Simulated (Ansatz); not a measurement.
# Two structures of Ti: comparison of enthalpies under pressure in Python

An exercise on one series of results from a longer session: the logs are not shown, and one member is left open.

Computed with the Python package of Ansatz 0.2.0. Level of theory: DFT PBE, plane waves, PAW.

## The structure

Ti P6_3/mmc: It takes space group P6_3/mmc (No. 194, hexagonal). Conventional cell: a = 2.920 Å, b = 2.920 Å, c = 4.768 Å, α = 90.00°, β = 90.00°, γ = 120.00°. Ti (site symmetry -6m2) is surrounded by 12 Ti at 2.92 Å.

Ti Fd-3m: It takes space group Fd-3m (No. 227, cubic). Conventional cell: a = 5.680 Å, b = 5.680 Å, c = 5.680 Å, α = 90.00°, β = 90.00°, γ = 90.00°. Around Ti (site symmetry -43m) lie 4 Ti at 2.46 Å.

The script holds or builds the structure itself.

Set-up of the first run:

Input file ti_transition.py:

```python
"""Pressure at which two phases of Ti cross."""

import warnings

import ansatz as az
import numpy as np


def hcp(A, a):
    return (
        az.Lattice.from_parameters(a, a, 1.633 * a, alpha=90, beta=90, gamma=120)
        .space_group(194)
        .atom(A, [1 / 3, 2 / 3, 0.25])
    )


def diamond(A, a):
    return (
        az.Lattice.fcc(a)
        .space_group(227, origin_choice=1)
        .atom(A, [0, 0, 0])
        .primitive()
    )


def ground_state(name, crystal, pressure=0.0):
    calc = crystal.calculation()
    calc = calc.scf(tolerance=1e-07)
    calc = calc.basis(500)
    calc = calc.kpoints(spacing=0.33)
    calc = calc.occupations("fermi_dirac", width=0.05)
    calc = calc.relax(force_tolerance=0.01, cell=True, pressure=pressure)
    return calc.run(threads=1)


def volume_per_atom(outcome):
    return abs(np.linalg.det(outcome.lattice.cell_ang)) / len(outcome.lattice.sites)


def main() -> None:
    warnings.simplefilter("ignore")

    phases = {}
    phases["hcp"] = hcp("Ti", 2.92)
    phases["diamond"] = diamond("Ti", 5.68)

    # H = E + PV, with 1 eV per cubic angstrom equal to 160.2 GPa
    pressures = [0, 20, 40, 60]
    enthalpy, volume = {name: [] for name in phases}, {name: [] for name in phases}
    for p in pressures:
        for name, crystal in phases.items():
            o = ground_state(name, crystal, pressure=p)
            volume[name].append(volume_per_atom(o))
            enthalpy[name].append(o.report["energy_sigma0_ev"] / len(o.lattice.sites) + p * volume[name][-1] / 160.21766)
    gap = np.array(enthalpy["diamond"]) - np.array(enthalpy["hcp"])
    rows = [(p, va, vb, 1000 * d) for p, va, vb, d in zip(pressures, volume["hcp"], volume["diamond"], gap)]
    print("   P (GPa)  V hcp (A^3/atom)  V diamond (A^3/atom)  H(diamond) - H(hcp) (meV/atom)")
    for row in rows:
        print(f"{row[0]:10d}  {row[1]:16.3f}  {row[2]:20.3f}  {row[3]:+30.1f}")
    crossings = [p0 - g0 * (p1 - p0) / (g1 - g0) for p0, p1, g0, g1 in zip(pressures, pressures[1:], gap, gap[1:]) if g0 * g1 < 0]
    print("crossing near", [round(float(p), 1) for p in crossings], "GPa") if crossings else print("no crossing in this range")


if __name__ == "__main__":
    main()
```

Launch:

```sh
> python ti_transition.py
```

Among the steps run: Launch.

One of the session's tables, all rows but one given; the rest of the session is left out.

Enthalpy H = E + pV of the second structure less the first:

```
pressure (GPa)  ΔH (meV/atom)
             0         2367.3
            20         2663.3
            40              ?
            60         2701.5
```

**Question.** Estimate the row for pressure (GPa) = 40.

Worked estimate for «ΔH (meV/atom)». A straight line through the neighbours (20, 2663.3) and (60, 2701.5) gives 2663.3 + (2701.5 − 2663.3) × (40 − 20) / (60 − 20) = 2682.4; a parabola fitted to 3 rows on both sides gives 2774.7.

As computed: ΔH (meV/atom): 2704.3. In «ΔH (meV/atom)» the line misses by -21.9 and the parabola by +70.4. Between these rows the values bend or scatter more than so simple an estimate can follow.

To keep in mind: Warnings in the runs' records: stress scf threshold loose.
